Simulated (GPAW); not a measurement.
# GaN (P6_3mc) in GPAW: a series of runs

Aim: see how the results for GaN move with the level of theory and the settings. Levels: PBE, LDA. Tasks: dielectric tensor, G0W0 quasiparticle levels.

All numbers are computed with GPAW 26.7.0; they aren't measurements. Logs are shortened: lines on timing, memory, paths and dates and some standing lists are left out, and cuts for length are marked. The log counts tension as positive stress, the text compression.

**What was measured.**

From “Studying electronic properties in GaN without electrical contacts using γ-γ vs e−-γ Perturbed Angular Correlations”, 2019, pmc:6823545, for a bulk crystal of GaN: band gap 3.503 ± 0.005 eV (direct).

How close the calculation comes is told below.

## (1) Starting point

Symmetry: P6_3mc, No. 186, hexagonal system. The conventional cell has a = 3.201 Å, b = 3.201 Å, c = 5.200 Å, α = 90.00°, β = 90.00°, γ = 120.00°. Around Ga (site symmetry 3m) lie 4 N at 1.95 to 1.96 Å. Around N (site symmetry 3m) lie 4 Ga at 1.95 to 1.96 Å.

## (2) Dielectric tensor, PBE

run.py

```python
import numpy as np
from ase.dft.bandgap import bandgap
from ase.io import read, write
from gpaw import GPAW, PW
from gpaw.response.df import DielectricFunction

atoms = read('GaN.xyz')

calc = GPAW(mode=PW(600),
            xc='PBE',
            kpts={'size': (8, 8, 4), 'gamma': True},
            occupations={'name': 'fermi-dirac', 'width': 0.001},
            nbands=18,
            convergence={'density': 1e-06},
            maxiter=150,
            txt='gpaw.txt')
atoms.calc = calc
energy = atoms.get_potential_energy()
calc.write('gs.gpw')
write('result.traj', atoms)
print(f'Energy: {energy:.6f} eV')
print('Fermi level:', round(calc.get_fermi_level(), 4), 'eV')
print(f'Gap: {bandgap(calc)[0]:.4f} eV, direct: {bandgap(calc, direct=True)[0]:.4f} eV')

for size in [(15, 15, 8)]:
    name = 'x'.join(str(n) for n in size)
    dense = calc.fixed_density(kpts={'size': size, 'gamma': True},
                               nbands=54, convergence={'bands': 48, 'eigenstates': 1e-7},
                               update_fermi_level=True, txt=f'dense-{name}.txt')
    dense.write(f'{name}.gpw', mode='all')
    df = DielectricFunction(f'{name}.gpw', frequencies=np.array([0.0]), hilbert=False, eta=0.001,
                            ecut=80, nbands=48, intraband=False, txt=f'df-{name}.txt')
    for xc in ['RPA']:
        for direction in ['x', 'y', 'z', [0, 1, 1], [1, 0, 1], [1, 1, 0]]:
            e0, e = df.get_macroscopic_dielectric_constant(xc=xc, direction=direction)
            print(f'{name} {xc} {direction}: {e0:.4f} without, {e:.4f} with local fields')
```

GaN.xyz

```xyz
4
Lattice="3.2010602164 0.0000000000 0.0000000000 -1.6005301082 2.7721994664 0.0000000000 0.0000000000 0.0000000000 5.2002129176" Properties=species:S:1:pos:R:3 pbc="T T T"
Ga     1.6005301084      0.9240664887      2.6001064588
Ga    -0.0000000002      1.8481329777      0.0000000000
N      1.6005301084      0.9240664887      4.5501863029
N     -0.0000000002      1.8481329777      1.9500798441
```

Potentials or basis: GPAW PAW data sets (gpaw-data 1.2.1), pw.

Run with:

```
$ OMP_NUM_THREADS=1 python run.py
```

gpaw.txt:

```text
__  _  _
 | _ |_)|_||  |
 |__||  | ||/\| - 26.7.0

Input parameters:
  mode=PW(ecut=600.0),
  convergence={'density': 1e-06},
  kpts=MonkhorstPack(size=(8, 8, 4), gamma=True),
  maxiter=150,
  nbands=18,
  occupations=Occupations(name='fermi-dirac', width=0.001),
  xc=XC(name='PBE')

Diagonalizing LCAO Hamiltonian
Converting LCAO to pw mode

           N

        N  Ga

        Ga

Atoms  # Å, Bohr magnetons
|   | symbol |         x |        y |        z |    initial magnetic moments |
|---|--------|-----------|----------|----------|-----------------------------|
| 0 |     Ga |  1.600530 | 0.924066 | 2.600106 | ( 0.0000,  0.0000,  0.0000) |
| 1 |     Ga | -0.000000 | 1.848133 | 0.000000 | ( 0.0000,  0.0000,  0.0000) |
| 2 |      N |  1.600530 | 0.924066 | 4.550186 | ( 0.0000,  0.0000,  0.0000) |
| 3 |      N | -0.000000 | 1.848133 | 1.950080 | ( 0.0000,  0.0000,  0.0000) |

Unit cell  # Å
| periodic |         x |        y |        z |  lengths |     angles |
|----------|-----------|----------|----------|----------|------------|
|      yes |  3.201060 | 0.000000 | 0.000000 | 3.201060 |  90.000000 |
|      yes | -1.600530 | 2.772199 | 0.000000 | 3.201060 |  90.000000 |
|      yes |  0.000000 | 0.000000 | 5.200213 | 5.200213 | 120.000000 |

Number of symmetries: 6
Symmetry operations  # r_c * U_cc + t_c -> r_c
|   | kind |            matrix            |
|---|------|------------------------------|
| 0 |  σ   |  1, 1, 0,  0,-1, 0,  0, 0, 1 |
| 1 |  E   |  1, 0, 0,  0, 1, 0,  0, 0, 1 |
| 2 |  C3  |  0, 1, 0, -1,-1, 0,  0, 0, 1 |
| 3 |  σ   |  0,-1, 0, -1, 0, 0,  0, 0, 1 |
| 4 |  σ   | -1, 0, 0,  1, 1, 0,  0, 0, 1 |
| 5 |  C3  | -1,-1, 0,  1, 0, 0,  0, 0, 1 |

BZ-sampling:
  Number of BZ points: 256
  Number of IBZ points: 35

  Monkhorst-Pack size: [8, 8, 4]
  Monkhorst-Pack shift: [0.0625, 0.0625, 0.125]

K-points  # in reciprocal-cell coordinates
|     |                                coordinates |     weight |
|-----|--------------------------------------------|------------|
|   0 | (  0.00000000,   0.00000000,   0.00000000) | 0.00390625 |
|   1 | (  0.00000000,   0.00000000,   0.25000000) | 0.00781250 |
|   2 | (  0.00000000,   0.00000000,   0.50000000) | 0.00390625 |
|   3 | (  0.12500000,   0.00000000,  -0.25000000) | 0.02343750 |
|   4 | (  0.12500000,   0.00000000,   0.00000000) | 0.02343750 |
|   5 | (  0.12500000,   0.00000000,   0.25000000) | 0.02343750 |
|   6 | (  0.12500000,   0.00000000,   0.50000000) | 0.02343750 |
|   7 | (  0.25000000,  -0.12500000,   0.00000000) | 0.02343750 |
|   8 | (  0.25000000,  -0.12500000,   0.25000000) | 0.04687500 |
|   9 | (  0.25000000,  -0.12500000,   0.50000000) | 0.02343750 |
| ... |                                            |            |
|  34 | (  0.50000000,   0.50000000,   0.50000000) | 0.01171875 |

Plane wave coefficients: 1558
Cutoff: 600.0 eV

Spin-components: 1 (collinear spins)
Bands:           18
Projectors:      20
Spin-degeneracy: 2
Datatype:        complex128

Parallelization:
  kpt:    1
  domain: 1
  band:   1

Density:
  Valence electrons: 16.0
  Components: 1
  Grid points: [20 20 30]
  Charge: 0.0  # |e|

Potential:
  Grid points: [20 20 30]

species:
  Ga:
    name:    Gallium
    Z:       31.0
    valence: 3
    core:    28
    charge:  0.0  # [|e|]
    compensation charges:
      type: gauss
      rc: 0.37  # [Å]
      lmax: 2
    cutoffs:
      filter: 2.06  # [Å]
      core: 4.17  # [Å]
    projectors
    | kind |    occ | energy [eV] | rcut [Å] |
    |------|--------|-------------|----------|
    |   4s |  2.000 |      -8.945 |    1.164 |
    |   4p |  1.000 |      -2.580 |    1.164 |
    |    s |        |      18.266 |    1.164 |
    |    p |        |      24.631 |    1.164 |
    |    d |        |       0.000 |    1.164 |

    Using partial waves for Ga as LCAO basis

  N:
    name:    Nitrogen
    Z:       7.0
    valence: 5
    core:    2
    charge:  0.0  # [|e|]
    compensation charges:
      type: gauss
      rc: 0.18  # [Å]
      lmax: 2
    cutoffs:
      filter: 1.11  # [Å]
      core: 0.96  # [Å]
    projectors
    | kind |    occ | energy [eV] | rcut [Å] |
    |------|--------|-------------|----------|
    |   2s |  2.000 |     -18.583 |    0.603 |
    |   2p |  3.000 |      -7.089 |    0.529 |
    |    s |        |       8.629 |    0.603 |
    |    p |        |      20.123 |    0.529 |
    |    d |        |       0.000 |    0.577 |

    Using partial waves for N as LCAO basis

Reference energy: -108732.786066  # eV

eigensolver:
  PPCG
  Converge bands: occupied
  niter=2

density mixing:
  MSR1-Mixer
  Pratt-step length: 0.05
  Maximum mixing coefficient: 0.75
  Old densities: 10
  SVD Regularization: 0.005
  Good broyden scale: 1.0
  Trust region scale: 1.0
  Backstep threshold: 4.0
  History deletion threshold: 6.0
  Fourier metric: weight=20.0, sigma=0.015

occupation numbers:
  Fermi-Dirac:
    width: 0.0010  # eV

poisson solver:
  ecut: 4800.0  # eV

xc functional:
  name: PBE with 2 nearest neighbor stencil

convergence criteria:
- Maximum integral of absolute [dens]ity change: 1e-06 electrons / valence electron
- Maximum [total energy] change in last 3 cyles: 0.0005 eV / valence electron
- Maximum integral of absolute [eigenst]ate change: 4e-08 eV^2 / valence electron
maximum number of iterations: 150

SCF iterations
|iter     | |      energy | eigst |  dens |
|---------|-|-------------|-------|-------|
|iter:   1| |  -27.407082 | -0.31 |       |
|iter:   2| |  -26.458808 | -1.87 | -0.57 |
|iter:   3| |  -23.898887 | -0.55 | -0.62 |
|iter:   4| |  -23.896107 | -2.97 | -1.29 |
|iter:   5| |  -23.897093c| -3.50 | -1.56 |
|iter:   6| |  -23.897123c| -5.39 | -2.87 |
|iter:   7| |  -23.897145c| -6.18 | -3.19 |
|iter:   8| |  -23.897145c| -7.43c| -4.17 |
|iter:   9| |  -23.897145c| -7.52c| -4.48 |
|iter:  10| |  -23.897145c| -8.00c| -4.95 |
|iter:  11| |  -23.897145c| -9.14c| -5.68 |
|iter:  12| |  -23.897145c| -9.91c| -6.14c|

Converged in 12 steps
Energy contributions relative to reference atoms: (reference = -108732.786066)

Energy contributions:
  Kinetic:          62.712231
  Coulomb:         -54.612013
  Zero:              0.111015
  External:          0.000000
  Xc:              -32.108377
  Entropy:          -0.000000
  Spinorbit:         0.000000
  ----------------------------
  Free energy:     -23.897145
  Extrapolated:    -23.897145

dipole moment: (-0.000024, -0.000040, -11.694698)  # |e|*Ang

Fermi level: 6.541
Eigenvalues  # (at kpt = [0.000, 0.000, 0.000])
| band index |      eig [eV] | occ [0-2] |
|------------|---------------|-----------|
|          0 |        -9.522 |     2.000 |
|          1 |        -7.219 |     2.000 |
|          2 |        -0.638 |     2.000 |
|          3 |         5.300 |     2.000 |
|          4 |         5.300 |     2.000 |
|          5 |         6.274 |     2.000 |
[... 8 lines left out ...]
|         14 |        18.024 |     0.000 |
|         15 |        18.024 |     0.000 |
|        ... |               |           |
|         17 |        21.481 |     0.000 |

Gap: 1.915 eV
Transition (v -> c):
  (s=0, k=0, n=7, [0.00, 0.00, 0.00]) -> (s=0, k=0, n=8, [0.00, 0.00, 0.00])
No difference between direct/indirect transitions
# Writing to gs.gpw (mode='')
```

Wall time 3.3 min (1 thread of AMD EPYC 7B13 (Zen 3), shared host); peak memory 0.62 GiB.

What came out:

```
Free energy                             : -23.8971 eV
Band gap on the k mesh                  : 1.91 eV, direct
Electronic dielectric tensor (diagonal) : 5.47, 5.47, 5.57
```

Electronic dielectric tensor:
```
5.47 0.00 0.00
0.00 5.47 0.00
0.00 0.00 5.57
```

Caveat: the long-wavelength limit can be off by a per cent or two; an odd mesh through Γ misses points on the zone boundary, where band edges often lie.

## (3) Dielectric tensor, PBE

This run uses another cell than the first one, of 11.76 Å³/atom, 1.020 times its volume.

run.py is that of step 2.

GaN.xyz

```xyz
4
Lattice="3.2218469041 0.0000000000 0.0000000000 -1.6109234521 2.7902012661 0.0000000000 0.0000000000 0.0000000000 5.2339814801" Properties=species:S:1:pos:R:3 pbc="T T T"
Ga     1.6109234522      0.9300670886      2.6169907400
Ga    -0.0000000002      1.8601341775      0.0000000000
N      1.6109234522      0.9300670886      4.5797337951
N     -0.0000000002      1.8601341775      1.9627430550
```

Potentials or basis: GPAW PAW data sets (gpaw-data 1.2.1), pw.

Run with:

```
$ OMP_NUM_THREADS=1 python run.py
```

gpaw.txt:

```text
__  _  _
 | _ |_)|_||  |
 |__||  | ||/\| - 26.7.0

Input parameters:
  mode=PW(ecut=600.0),
  convergence={'density': 1e-06},
  kpts=MonkhorstPack(size=(8, 8, 4), gamma=True),
  maxiter=150,
  nbands=18,
  occupations=Occupations(name='fermi-dirac', width=0.001),
  xc=XC(name='PBE')

Diagonalizing LCAO Hamiltonian
Converting LCAO to pw mode

           N

        N  Ga

        Ga

Atoms  # Å, Bohr magnetons
|   | symbol |         x |        y |        z |    initial magnetic moments |
|---|--------|-----------|----------|----------|-----------------------------|
[... 150 lines left out ...]
- Maximum integral of absolute [eigenst]ate change: 4e-08 eV^2 / valence electron
maximum number of iterations: 150

SCF iterations
|iter     | |      energy | eigst |  dens |
|---------|-|-------------|-------|-------|
|iter:   1| |  -27.403159 | -0.33 |       |
|iter:   2| |  -26.461875 | -1.88 | -0.57 |
|iter:   3| |  -23.951388 | -0.57 | -0.62 |
|iter:   4| |  -23.948359 | -2.99 | -1.29 |
|iter:   5| |  -23.949192c| -3.52 | -1.56 |
|iter:   6| |  -23.949224c| -5.33 | -2.87 |
|iter:   7| |  -23.949248c| -6.12 | -3.18 |
|iter:   8| |  -23.949247c| -7.17 | -3.97 |
|iter:   9| |  -23.949247c| -7.55c| -4.47 |
|iter:  10| |  -23.949247c| -7.90c| -4.88 |
|iter:  11| |  -23.949247c| -9.20c| -5.90 |
|iter:  12| |  -23.949247c| -9.93c| -6.30c|

Converged in 12 steps
Energy contributions relative to reference atoms: (reference = -108732.786066)

Energy contributions:
  Kinetic:          56.362095
  Coulomb:         -49.300705
  Zero:              0.105902
  External:          0.000000
  Xc:              -31.116538
  Entropy:          -0.000000
  Spinorbit:         0.000000
  ----------------------------
  Free energy:     -23.949247
  Extrapolated:    -23.949247

dipole moment: (-0.000023, -0.000040, -11.802086)  # |e|*Ang

Fermi level: 6.271
Eigenvalues  # (at kpt = [0.000, 0.000, 0.000])
| band index |      eig [eV] | occ [0-2] |
|------------|---------------|-----------|
|          0 |        -9.590 |     2.000 |
|          1 |        -7.360 |     2.000 |
|          2 |        -0.741 |     2.000 |
|          3 |         5.099 |     2.000 |
|          4 |         5.099 |     2.000 |
|          5 |         6.053 |     2.000 |
[... 8 lines left out ...]
|         14 |        17.646 |     0.000 |
|         15 |        17.646 |     0.000 |
|        ... |               |           |
|         17 |        21.141 |     0.000 |

Gap: 1.776 eV
Transition (v -> c):
  (s=0, k=0, n=7, [0.00, 0.00, 0.00]) -> (s=0, k=0, n=8, [0.00, 0.00, 0.00])
No difference between direct/indirect transitions
# Writing to gs.gpw (mode='')
```

stdout:

```text
Energy: -23.949247 eV
Fermi level: 6.2709 eV
Gap: 1.7755 eV, direct: 1.7755 eV
15x15x8 RPA x: 5.9170 without, 5.5367 with local fields
15x15x8 RPA y: 5.9170 without, 5.5367 with local fields
15x15x8 RPA z: 6.0240 without, 5.6584 with local fields
15x15x8 RPA [0, 1, 1]: 5.9705 without, 5.5975 with local fields
15x15x8 RPA [1, 0, 1]: 5.9705 without, 5.5975 with local fields
15x15x8 RPA [1, 1, 0]: 5.9170 without, 5.5367 with local fields
```

It took 3.4 min on 1 thread of AMD EPYC 7B13 (Zen 3), shared host; peak memory 0.63 GiB.

What came out:

```yaml
Free_energy: -23.9492 eV
Band_gap_on_the_k_mesh: 1.78 eV, direct
Electronic_dielectric_tensor_diagonal: 5.54, 5.54, 5.66
```

Electronic dielectric tensor:
```
5.54 0.00 0.00
0.00 5.54 0.00
0.00 0.00 5.66
```

Caveat: the long-wavelength limit can be off by a per cent or two; an odd mesh through Γ misses points on the zone boundary, where band edges often lie.

## (4) Dielectric tensor, PBE

This run uses another cell than the first one, of 11.99 Å³/atom, 1.039 times its volume.

run.py is that of step 3.

GaN.xyz

```xyz
4
Lattice="3.2423687753 0.0000000000 0.0000000000 -1.6211843877 2.8079737278 0.0000000000 0.0000000000 0.0000000000 5.2673198406" Properties=species:S:1:pos:R:3 pbc="T T T"
Ga     1.6211843878      0.9359912425      2.6336599203
Ga    -0.0000000002      1.8719824853      0.0000000000
N      1.6211843878      0.9359912425      4.6089048605
N     -0.0000000002      1.8719824853      1.9752449402
```

Potentials or basis: GPAW PAW data sets (gpaw-data 1.2.1), pw.

Run with:

```
$ OMP_NUM_THREADS=1 python run.py
```

gpaw.txt:

```text
__  _  _
 | _ |_)|_||  |
 |__||  | ||/\| - 26.7.0

Input parameters:
  mode=PW(ecut=600.0),
  convergence={'density': 1e-06},
  kpts=MonkhorstPack(size=(8, 8, 4), gamma=True),
  maxiter=150,
  nbands=18,
  occupations=Occupations(name='fermi-dirac', width=0.001),
  xc=XC(name='PBE')

Diagonalizing LCAO Hamiltonian
Converting LCAO to pw mode

           N

        N  Ga

        Ga

Atoms  # Å, Bohr magnetons
|   | symbol |         x |        y |        z |    initial magnetic moments |
|---|--------|-----------|----------|----------|-----------------------------|
| 0 |     Ga |  1.621184 | 0.935991 | 2.633660 | ( 0.0000,  0.0000,  0.0000) |
| 1 |     Ga | -0.000000 | 1.871982 | 0.000000 | ( 0.0000,  0.0000,  0.0000) |
[... 149 lines left out ...]
maximum number of iterations: 150

SCF iterations
|iter     | |      energy | eigst |  dens |
|---------|-|-------------|-------|-------|
|iter:   1| |  -27.377373 | -0.34 |       |
|iter:   2| |  -26.442688 | -1.89 | -0.57 |
|iter:   3| |  -23.979341 | -0.58 | -0.63 |
|iter:   4| |  -23.975971 | -3.01 | -1.28 |
|iter:   5| |  -23.976628c| -3.53 | -1.55 |
|iter:   6| |  -23.976662c| -5.28 | -2.86 |
|iter:   7| |  -23.976686c| -6.13 | -3.17 |
|iter:   8| |  -23.976686c| -7.44c| -4.18 |
|iter:   9| |  -23.976686c| -7.55c| -4.49 |
|iter:  10| |  -23.976686c| -7.90c| -4.92 |
|iter:  11| |  -23.976686c| -9.15c| -5.82 |
|iter:  12| |  -23.976686c| -9.92c| -6.20c|

Converged in 12 steps
Energy contributions relative to reference atoms: (reference = -108732.786066)

Energy contributions:
  Kinetic:          50.381145
  Coulomb:         -44.292999
  Zero:              0.101149
  External:          0.000000
  Xc:              -30.165980
  Entropy:          -0.000000
  Spinorbit:         0.000000
  ----------------------------
  Free energy:     -23.976686
  Extrapolated:    -23.976686

dipole moment: (-0.000023, -0.000041, -11.908110)  # |e|*Ang

Fermi level: 5.909
Eigenvalues  # (at kpt = [0.000, 0.000, 0.000])
| band index |      eig [eV] | occ [0-2] |
|------------|---------------|-----------|
|          0 |        -9.655 |     2.000 |
|          1 |        -7.496 |     2.000 |
|          2 |        -0.843 |     2.000 |
|          3 |         4.903 |     2.000 |
|          4 |         4.903 |     2.000 |
|          5 |         5.821 |     2.000 |
[... 8 lines left out ...]
|         14 |        17.280 |     0.000 |
|         15 |        17.280 |     0.000 |
|        ... |               |           |
|         17 |        20.813 |     0.000 |

Gap: 1.655 eV
Transition (v -> c):
  (s=0, k=0, n=7, [0.00, 0.00, 0.00]) -> (s=0, k=0, n=8, [0.00, 0.00, 0.00])
No difference between direct/indirect transitions
# Writing to gs.gpw (mode='')
```

Run time: 3.4 min. Hardware: 1 thread of AMD EPYC 7B13 (Zen 3), shared host; peak memory 0.64 GiB.

What came out:

```yaml
Free_energy: -23.9767 eV
Band_gap_on_the_k_mesh: 1.66 eV, direct
Electronic_dielectric_tensor_diagonal: 5.66, 5.66, 5.78
```

Electronic dielectric tensor:
```
5.66 0.00 0.00
0.00 5.66 0.00
0.00 0.00 5.78
```

Caveat: the long-wavelength limit can be off by a per cent or two; an odd mesh through Γ misses points on the zone boundary, where band edges often lie.

(Continued in part 2 of 2.)
